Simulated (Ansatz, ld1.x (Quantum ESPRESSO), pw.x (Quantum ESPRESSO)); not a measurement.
# From atom to crystal: TM potential for Sr

ld1.x (Quantum ESPRESSO) 7.5 input, shortened:

```
&input
   title='Sr', zed=38., rel=1, dft='PBE', iswitch=3,
   config='[Kr] 4d0 5s1.5 5p0.5'
 /
 &inputp
   pseudotype=2, tm=.true., lloc=1,
   nlcc=.false.
 /
3
5S  1  0   1.50   0.00  2.60  2.60  0.0
4D  3  2   0.00   0.00  2.05  2.05  0.0
5P  2  1   0.50   0.00  3.80  3.80  0.0
 &test
   configts(1)='4d0 5s1.5 5p0.5'
 /
```

Crystal test: diamond Sr in pw.x 7.5, no spin, 8³ k-points, Fermi–Dirac smearing 0.01 Ry, cutoffs 35/140 Ry. The reference is all-electron LAPW (Ansatz 0.2.0) with the same functional, mesh and smearing; V0 and B0 come from Birch–Murnaghan fits to the pressures at five volumes. Errors are pseudo minus all-electron; Δ is the rms difference of the E(V) curves that follow from these fits, minima aligned, over ±6 % about the mean V0. Mesh and smearing are coarse, so the numbers serve the comparison and aren't converged zero-temperature values; the lattice is a test structure that the element need not adopt.

All-electron: a0 = 9.581 Å (V0 = 109.95 Å³/atom), B0 = 2.7 GPa.

**Question.** How far does the potential miss the all-electron equation of state?

**Answer.** mean pressure error (GPa): -0.12. The pressure does not cross zero within the volumes sampled, so no fit is given. This is a poor potential for the solid. The logarithmic derivative shows an extra or strongly shifted pseudo pole above the reference energy (s near 1.30 Ry).

```json
{"V (Å³/atom)": "104.603", "P all-electron (GPa)": "0.15", "P pseudo (GPa)": "-0.01"}
{"V (Å³/atom)": "107.355", "P all-electron (GPa)": "0.07", "P pseudo (GPa)": "-0.06"}
{"V (Å³/atom)": "110.108", "P all-electron (GPa)": "-0.00", "P pseudo (GPa)": "-0.12"}
{"V (Å³/atom)": "112.861", "P all-electron (GPa)": "-0.07", "P pseudo (GPa)": "-0.17"}
{"V (Å³/atom)": "115.613", "P all-electron (GPa)": "-0.13", "P pseudo (GPa)": "-0.22"}
```

**Question.** At the middle volume, how do free energy and pressure move when the wave cutoff is lowered (ecutrho kept at four times it)?

**Answer.**

```
cutoff (Ry)  shift of F (meV/atom)  shift of P (GPa)
         16                  +49.9             -0.11
         21                  +11.7             -0.04
         28                   +3.5             -0.01
```

The run at the middle volume (29 k-points, 15 iterations) took about 46 s on one core of a shared host (Intel(R) Xeon(R) Platinum 8488C, 192 threads, 372 GiB, load 49).
